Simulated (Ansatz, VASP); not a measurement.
## One calculation of SnSe, two programs

```
Sn Se
1.0
     0.00000    2.97275    2.97275
     2.97275    0.00000    2.97275
     2.97275    2.97275    0.00000
Sn Se
1 1
Direct
  0.00000 0.00000 0.00000
  0.50000 0.50000 0.50000
```

Measurements of this composition are mostly on another form, of space group No. 62.

Alike in both runs: task single point; functional PBEsol; k mesh 10 × 10 × 10; occupations gaussian, width 0.05 eV; no spin polarisation.

|  | VASP | Ansatz |
| --- | --- | --- |
| version | VASP 6.6.1 | Ansatz 0.2.0 |
| potentials or method | VASP PAW PBE potentials, release 64 (Sn_d, Se) | scalar-relativistic, plane waves, PAW |
| plane-wave cutoff (eV) | 520 | 420 |
| valence electrons in the cell | 20 | 30 |

```tsv
	VASP	Ansatz	Ansatz less VASP
gap on the k mesh at the Fermi level (eV)	0.47	0.47	+0.002
least direct gap on the mesh (eV)	0.58	0.58	-0.001
pressure (GPa)	0.1	0.1	-0.02
```

The two sets of potentials don't hold the same shells in valence.

Caveats: the PAW data sets were made with another functional, which shifts forces and pressure a little (VASP); spin-orbit coupling is left out, which moves the levels of the heavy elements.
